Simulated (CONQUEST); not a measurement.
Crystal: PbSe (Clausthalite).

```
CELL_PARAMETERS angstrom
4.32841 0.00000 0.00000
0.00000 4.32841 0.00000
0.00000 0.00000 6.12130
ATOMIC_POSITIONS crystal
Pb 0.49669 0.50046 0.49729
Pb 0.99669 0.00046 0.99729
Se 0.49424 0.50155 0.00154
Se 0.99424 0.00155 0.50154
```

The cell isn't the ideal one: atoms moved at random, drawn with an rms of 0.05 Å.

Base run:

| Property | Result |
| --- | --- |
| Program | CONQUEST 1.3 |
| Functional | PBE |
| Potentials or basis | PseudoDojo NC PBE, DZP, multi-site functions of range 10 bohr, grid cutoff 120 Ha |
| k mesh | 6 × 6 × 5 |
| Occupations | fermi-dirac, width 0.05 eV |
| Spin | no spin polarisation |

Its results: band gap on the k mesh 0.82 eV; pressure 3.2 GPa; largest force 0.049 eV/Å.

Question: The run is repeated on the same cell with these changes: potentials or basis from PseudoDojo NC PBE, DZP, multi-site functions of range 10 bohr, grid cutoff 120 Ha to PseudoDojo NC PBE, DZP, multi-site functions of range 8 bohr, grid cutoff 120 Ha. What comes out?

Answer: Band gap on the k mesh 1.05 eV; pressure 4.1 GPa; largest force 0.057 eV/Å.

Caveats: multi-site functions contract the basis, which raises the energy a little and makes forces and stress less exact; spin-orbit coupling is left out, which as a rule narrows the gap of such compounds by several tenths of an eV; an odd mesh through Γ misses points on the zone boundary, where band edges often lie; the basis of atomic orbitals isn't converged, which shifts pressures, moduli and gaps; the box holds several primitive cells, so bands are folded and the points are those of the box's own zone (some runs).
